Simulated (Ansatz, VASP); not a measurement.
## BaS in VASP and in Ansatz

The input INCAR:

```
  ALGO = Normal
  EDIFF = 1E-6
  EDIFFG = -0.005
  ENCUT = 600
  IBRION = 2
  ISIF = 3
  ISMEAR = 0
  LASPH = True
  LCHARG = False
  LREAL = False
  LWAVE = False
  NELM = 80
  NSW = 70
  PREC = Accurate
  SIGMA = 0.02
```

KPOINTS

```
k-points
0
Gamma
  8 8 8
```

The input POSCAR:

```
BaS
1.0
    0.0000000000      3.2143926808      3.2143926808
    3.2143926808      0.0000000000      3.2143926808
    3.2143926808      3.2143926808      0.0000000000
Ba S
1 1
Direct
    0.0000000000      0.0000000000      0.0000000000
    0.5000000000      0.5000000000      0.5000000000
```

Input for Ansatz:

```yaml
crystal:
  lattice:
    - [0.0, 3.2143926808, 3.2143926808]
    - [3.2143926808, 0.0, 3.2143926808]
    - [3.2143926808, 3.2143926808, 0.0]
  atoms:
    - { symbol: Ba, position: [0.0, 0.0, 0.0] }
    - { symbol: S, position: [0.5, 0.5, 0.5] }
basis:
  ecutwfc: 420
kpoints:
  mp_grid: { grid: [8, 8, 8] }
hamiltonian:
  xc: lda
scf:
  occupations: { method: gaussian, width: 0.02 }
output:
  forces: true
  stress: true
  eigenvalues: true
relax:
  adjacent_minimum: "off"
  f_tol: 0.005
  max_steps: 50
  cell: { stress_tol: 0.05 }
```

Alike in both runs: task relaxation of cell and atoms; functional LDA; k mesh 8 × 8 × 8; occupations gaussian, width 0.02 eV; no spin polarisation.

|  | VASP | Ansatz |
| --- | --- | --- |
| version | VASP 6.6.1 | Ansatz 0.2.0 |
| potentials or method | VASP PAW LDA potentials, release 64 (Ba_sv, S) | scalar-relativistic, plane waves, PAW |
| plane-wave cutoff (eV) | 600 | 420 |
| valence electrons in the cell | 16 | 16 |

VASP gave:

| Item | Value |
| --- | --- |
| gap on the k mesh at the Fermi level, each at its own relaxed structure (eV) | 1.83 |
| relaxed volume (Å³/atom) | 31.30 |
| relaxed cell length with the largest relative difference (Å) | 4.457 |
| energy change over the relaxation (meV/atom) | -16 |

Problem. What did Ansatz give for the same quantities?

Solution. gap on the k mesh at the Fermi level, each at its own relaxed structure (eV): 1.91; relaxed volume (Å³/atom): 30.84; relaxed cell length with the largest relative difference (Å): 4.435; energy change over the relaxation (meV/atom): -25.

Caveats: spin-orbit coupling is left out, which moves the levels of the heavy elements. Expect the measured gap to be larger: semilocal functionals such as LDA lack the derivative discontinuity. Zero-point motion and thermal expansion aren't in these numbers.
